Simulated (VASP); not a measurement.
# Cs2AgBiBr6 (Fm-3m) in VASP: further runs, part 2 of 2

VASP 6.6.1. The steps go on from the part before.

### Step 3. Relaxation of cell and atoms, revPBE

The input, INCAR:

```
SYSTEM = Cs2AgBiBr6
PREC = Accurate
ENCUT = 600
EDIFF = 1E-6
ISMEAR = -1
SIGMA = 0.05
LREAL = .False.
LASPH = .True.
NELM = 60
ALGO = Fast
ISIF = 3
LWAVE = .False.
LCHARG = .False.
GGA = RE
IBRION = 2
NSW = 40
EDIFFG = -0.005
```

The input, KPOINTS:

```
Automatic mesh
0
Gamma
  3 3 3
  0 0 0
```

The input, POSCAR:

```
Cs2AgBiBr6
1.0
    0.0000000000      5.6161000000      5.6161000000
    5.6161000000      0.0000000000      5.6161000000
    5.6161000000      5.6161000000      0.0000000000
Bi Cs Ag Br
1 2 1 6
Direct
    0.0000000000      0.0000000000      0.0000000000
    0.7500000000      0.7500000000      0.7500000000
    0.2500000000      0.2500000000      0.2500000000
    0.5000000000      0.5000000000      0.5000000000
    0.7494500000      0.7494500000      0.2505500000
    0.2505500000      0.2505500000      0.7494500000
    0.7494500000      0.2505500000      0.2505500000
    0.7494500000      0.2505500000      0.7494500000
    0.2505500000      0.7494500000      0.7494500000
    0.2505500000      0.7494500000      0.2505500000
```

Potentials or basis: VASP PAW PBE potentials, release 64 (Bi_d, Cs_sv, Ag, Br).

Command:

```
$ cat potpaw_PBE.64/Bi_d/POTCAR potpaw_PBE.64/Cs_sv/POTCAR potpaw_PBE.64/Ag/POTCAR potpaw_PBE.64/Br/POTCAR > POTCAR
$ mpirun -np 1 vasp_std > vasp.out
```

OUTCAR:

```text
SYSTEM = Cs2AgBiBr6
   PREC = Accurate
   ENCUT = 600
   EDIFF = 1E-6
   ISMEAR = -1
   LREAL = .False.
   LASPH = .True.
   NELM = 60
   ISIF = 3
   GGA = RE
   IBRION = 2
   NSW = 40
   EDIFFG = -0.005

 ion  position               nearest neighbor table
   1  0.000  0.000  0.000-   5 2.81   6 2.81   7 2.81   8 2.81   9 2.81  10 2.81
   2  0.750  0.750  0.750-
   3  0.250  0.250  0.250-
   4  0.500  0.500  0.500-   5 2.80   6 2.80   7 2.80   8 2.80   9 2.80  10 2.80
   5  0.749  0.749  0.251-   4 2.80   1 2.81
   6  0.251  0.251  0.749-   4 2.80   1 2.81
   7  0.749  0.251  0.251-   4 2.80   1 2.81
   8  0.749  0.251  0.749-   4 2.80   1 2.81
   9  0.251  0.749  0.749-   4 2.80   1 2.81
  10  0.251  0.749  0.251-   4 2.80   1 2.81

  LATTYP: Found a face centered cubic cell.
 ALAT       =    11.2322000000

  Lattice vectors:

 A1 = (   0.0000000000,   5.6161000000,   5.6161000000)
 A2 = (   5.6161000000,   0.0000000000,   5.6161000000)
 A3 = (   5.6161000000,   5.6161000000,   0.0000000000)

Analysis of symmetry for initial positions (statically):
=====================================================================
 Subroutine PRICEL returns:
 Original cell was already a primitive cell.

 Routine SETGRP: Setting up the symmetry group for a
 face centered cubic supercell.
[... 154 lines left out ...]

 number of electron      85.9999996 magnetization

 Free energy of the ion-electron system (eV)
  ---------------------------------------------------
  ext. energy  EPLUGINS =         0.00000000
  ---------------------------------------------------
  free energy    TOTEN  =       -27.02023509 eV

  energy without entropy =      -27.02023508  energy(sigma->0) =      -27.02023508

------------------------ aborting loop because EDIFF is reached ----------------------------------------

  FORCE on cell =-STRESS in cart. coord.  units (eV):
  Direction    XX          YY          ZZ          XY          YZ          ZX
  --------------------------------------------------------------------------------------
  -------------------------------------------------------------------------------------
  Total        6.9099505      6.9099505      6.9099505      0.0000000     -0.0000000     -0.0000000
  in kB       31.2500723     31.2500723     31.2500723      0.0000000     -0.0000000     -0.0000000
  external PRESSURE =      31.2500723 kB  Pullay stress =       0.0000000 kB
[... 295 lines left out ...]
--------------------------------------- Ionic step        8  -------------------------------------------

 number of electron      85.9999994 magnetization

 Free energy of the ion-electron system (eV)
  ---------------------------------------------------
  ext. energy  EPLUGINS =         0.00000000
  ---------------------------------------------------
  free energy    TOTEN  =       -27.42005314 eV

  energy without entropy =      -27.42005313  energy(sigma->0) =      -27.42005314

 E-fermi :   1.0299     XC(G=0):  -7.3521

 val. band max:        0.0082038850   @ k =  -0.3333   0.3333   0.0000
 cond. band min:       2.0317700595   @ k =   0.3333   0.0000   0.0000
 fundamental gap:      2.0235661746
 Fermi energy:         1.0299011815

 k-point     1 :       0.0000    0.0000    0.0000
  band No.  band energies     occupation
      1     -22.6440      2.00000
      2     -22.6440      2.00000
      3     -22.6315      2.00000
      4     -22.6315      2.00000
      5     -22.6315      2.00000
      6     -20.2805      2.00000
[... 242 lines left out ...]
  FREE ENERGIE OF THE ION-ELECTRON SYSTEM (eV)
  ---------------------------------------------------
  free  energy   TOTEN  =       -27.4200531365 eV

  energy  without entropy=      -27.4200531339  energy(sigma->0) =      -27.42005314

 reached required accuracy - stopping structural energy minimisation
```

CONTCAR:

```text
Cs2AgBiBr6
   1.00000000000000
    -0.0000000000000000    5.8634476628080545    5.8634476628080545
     5.8634476628080545   -0.0000000000000000    5.8634476628080545
     5.8634476628080545    5.8634476628080545   -0.0000000000000000
  Bi              Cs              Ag              Br
     1     2     1     6
Direct
     0.0000000000000000    1.0000000000000000    0.0000000000000000
     0.7500000000000000    0.7500000000000000    0.7500000000000000
     0.2500000000000000    0.2500000000000000    0.2500000000000000
     0.5000000000000000    0.5000000000000000    0.5000000000000000
     0.7514531685193940    0.7514531685193940    0.2485468314806058
     0.2485468314806058    0.2485468314806058    0.7514531685193940
     0.7514531685193940    0.2485468314806058    0.2485468314806058
     0.7514531685193940    0.2485468314806058    0.7514531685193940
     0.2485468314806058    0.7514531685193940    0.7514531685193940
     0.2485468314806058    0.7514531685193940    0.2485468314806058

  0.00000000E+00  0.00000000E+00  0.00000000E+00
  0.00000000E+00  0.00000000E+00  0.00000000E+00
  0.00000000E+00  0.00000000E+00  0.00000000E+00
  0.00000000E+00  0.00000000E+00  0.00000000E+00
  0.00000000E+00  0.00000000E+00  0.00000000E+00
  0.00000000E+00  0.00000000E+00  0.00000000E+00
  0.00000000E+00  0.00000000E+00  0.00000000E+00
  0.00000000E+00  0.00000000E+00  0.00000000E+00
  0.00000000E+00  0.00000000E+00  0.00000000E+00
  0.00000000E+00  0.00000000E+00  0.00000000E+00
```

Run time: 17 min. Hardware: 1 thread of Intel Xeon 6975P-C (Granite Rapids), shared host; peak memory 0.69 GiB.

Results:

- Free energy: -27.4201 eV
- Relaxed volume: 40.32 Å³/atom
- Relaxed cell: a = 8.292 Å, b = 8.292 Å, c = 8.292 Å, α = 60.00°, β = 60.00°, γ = 60.00°
- Space group after relaxing (to 0.05 Å): Fm-3m (No. 225)
- Energy gained by relaxing: 40.0 meV/atom
- Ionic steps: 8
- Pressure after relaxing: 0.0 GPa
- Band gap on the k mesh: 2.02 eV, indirect (least direct gap 2.52 eV)

Forces on the atoms (eV/Å):
```
Bi   0.000  0.000  0.000
Cs   0.000  0.000  0.000
Cs   0.000  0.000  0.000
Ag   0.000  0.000  0.000
Br   0.000  0.000  0.003
Br   0.000  0.000 -0.003
Br  -0.003  0.000  0.000
Br   0.000  0.003  0.000
Br   0.003  0.000  0.000
Br   0.000 -0.003  0.000
```

The path:
```
step  energy change (eV)  largest force (eV/Å)  pressure (GPa)  volume (Å³)
   1              0.0000                0.2605            3.13       354.27
   2             -0.3712                0.1542            0.35       390.89
   3             -0.3760                0.2029            0.04       396.54
   4             -0.3760                0.1955            0.09       395.66
   5             -0.3865                0.1429            0.07       397.21
   6             -0.3992                0.0202            0.06       400.94
   7             -0.3997                0.0093            0.05       401.86
   8             -0.3998                0.0028           -0.01       403.17
```

Final structure:
```cif
data_structure
_symmetry_space_group_name_H-M 'P 1'
_symmetry_Int_Tables_number 1
_cell_length_a 8.2922
_cell_length_b 8.2922
_cell_length_c 8.2922
_cell_angle_alpha 60.000
_cell_angle_beta 60.000
_cell_angle_gamma 60.000
_cell_volume 403.17
loop_
_atom_site_label
_atom_site_type_symbol
_atom_site_fract_x
_atom_site_fract_y
_atom_site_fract_z
_atom_site_occupancy
Bi1 Bi 0.00000 0.00000 0.00000 1
Cs1 Cs 0.75000 0.75000 0.75000 1
Cs2 Cs 0.25000 0.25000 0.25000 1
Ag1 Ag 0.50000 0.50000 0.50000 1
Br1 Br 0.75145 0.75145 0.24855 1
Br2 Br 0.24855 0.24855 0.75145 1
Br3 Br 0.75145 0.24855 0.24855 1
Br4 Br 0.75145 0.24855 0.75145 1
Br5 Br 0.24855 0.75145 0.75145 1
Br6 Br 0.24855 0.75145 0.24855 1
```

Caveat: the PAW data sets were made with another functional, which shifts forces and pressure a little; spin-orbit coupling is left out, which as a rule narrows the gap of such compounds by several tenths of an eV; an odd mesh through Γ misses points on the zone boundary, where band edges often lie.

### Step 4. Relaxation of cell and atoms, BLYP

Edit INCAR of step 3 so:

```diff
@@ -13,3 +13,7 @@
 LCHARG = .False.
-GGA = RE
+GGA = B5
+ALDAX = 1.0
+AGGAX = 1.0
+AGGAC = 1.0
+ALDAC = 0.0
 IBRION = 2
```

KPOINTS is that of step 3.

POSCAR is that of step 3.

Command:

```
$ cat potpaw_PBE.64/Bi_d/POTCAR potpaw_PBE.64/Cs_sv/POTCAR potpaw_PBE.64/Ag/POTCAR potpaw_PBE.64/Br/POTCAR > POTCAR
$ mpirun -np 1 vasp_std > vasp.out
```

It took 19 min on 1 thread of Intel Xeon 6975P-C (Granite Rapids), shared host; peak memory 0.67 GiB.

The run converged. Its results:

- Free energy: -26.5931 eV
- Relaxed volume: 40.85 Å³/atom
- Relaxed cell: a = 8.328 Å, b = 8.328 Å, c = 8.328 Å, α = 60.00°, β = 60.00°, γ = 60.00°
- Space group after relaxing (to 0.05 Å): Fm-3m (No. 225)
- Energy gained by relaxing: 54.8 meV/atom
- Ionic steps: 10
- Pressure after relaxing: 0.0 GPa
- Largest force after relaxing: 0.004 eV/Å
- Band gap on the k mesh: 1.94 eV, indirect (least direct gap 2.43 eV)

Forces in eV/Å, atoms in the order of the input:
```
Bi   0.000  0.000  0.000
Cs   0.000  0.000  0.000
Cs   0.000  0.000  0.000
Ag   0.000  0.000  0.000
Br   0.000  0.000  0.004
Br   0.000  0.000 -0.004
Br  -0.004  0.000  0.000
Br   0.000  0.004  0.000
Br   0.004  0.000  0.000
Br   0.000 -0.004  0.000
```

The path:
```csv
step,energy change (eV),largest force (eV/Å),pressure (GPa),volume (Å³)
1,0.0000,0.3545,3.81,354.27
2,-0.5266,0.1481,0.27,399.23
3,-0.5292,0.1809,0.05,403.33
4,-0.5291,0.1730,0.10,402.31
5,-0.5375,0.1239,0.08,403.64
6,-0.5461,0.0389,0.06,406.03
7,-0.5396,0.1284,0.06,410.83
8,-0.5474,0.0102,0.05,407.43
9,-0.5474,0.0069,0.05,407.33
10,-0.5476,0.0036,-0.01,408.47
```

Final structure:
```xyz
10
Lattice="0.0000 5.8890 5.8890 5.8890 0.0000 5.8890 5.8890 5.8890 0.0000" Properties=species:S:1:pos:R:3 pbc="T T T"
Bi    0.0000    0.0000    0.0000
Cs    8.8335    8.8335    8.8335
Cs    2.9445    2.9445    2.9445
Ag    5.8890    5.8890    5.8890
Br    5.8890    5.8890    8.8399
Br    5.8890    5.8890    2.9381
Br    2.9381    5.8890    5.8890
Br    5.8890    8.8399    5.8890
Br    8.8399    5.8890    5.8890
Br    5.8890    2.9381    5.8890
```

Levels at points of the mesh, in eV from the valence-band top:
```
           k point  band 41  band 42  band 43  band 44  band 45  band 46
(0.00, 0.00, 0.00)    -0.44    -0.20    -0.20     2.75     2.75     2.75
```

Caveat: the volume moved by over 15 % at a fixed basis, so the end points are rough; the PAW data sets were made with another functional, which shifts forces and pressure a little; spin-orbit coupling is left out, which as a rule narrows the gap of such compounds by several tenths of an eV; an odd mesh through Γ misses points on the zone boundary, where band edges often lie.

### Step 5. The reference run

An earlier run on the cell as given: functional PBEsol; potentials or basis VASP PAW PBE potentials, release 64 (Bi_d, Cs_sv, Ag, Br); cutoff 520 eV; k mesh 4 × 4 × 4; occupations fermi-dirac, width 0.05 eV; no spin polarisation.

* Pressure: 0.0 GPa
* Largest force: 0.308 eV/Å
* Band gap on the k mesh: 1.17 eV, indirect (least direct gap 2.39 eV)

### Step 6. The runs side by side

| task | level | cell | k mesh | cutoff (eV) | ladder | gap on the mesh (eV) | pressure (GPa) | relaxed volume (Å³/atom) |
| --- | --- | --- | --- | --- | --- | --- | --- | --- |
| relaxation of cell and atoms | RPBE | relaxed | 3 × 3 × 3 | 600 | - | 2.06 | 0.0 | 41.06 |
| relaxation of cell and atoms | revPBE | relaxed | 3 × 3 × 3 | 600 | - | 2.02 | 0.0 | 40.32 |
| relaxation of cell and atoms | BLYP | relaxed | 3 × 3 × 3 | 600 | - | 1.94 | 0.0 | 40.85 |
| single point | PBEsol | as given | 4 × 4 × 4 | 520 | free | 1.17 | 0.0 | - |

Alike in all rows: potentials or basis VASP PAW PBE potentials, release 64 (Bi_d, Cs_sv, Ag, Br); no spin polarisation; smearing fermi-dirac 0.05 eV.

Caveats: the PAW data sets were made with another functional, which shifts forces and pressure a little; spin-orbit coupling is left out, which as a rule narrows the gap of such compounds by several tenths of an eV; an odd mesh through Γ misses points on the zone boundary, where band edges often lie (some runs); the volume moved by over 15 % at a fixed basis, so the end points are rough (some runs).

Total energies depend on the potentials used, so only differences within one code and one set of settings carry meaning.
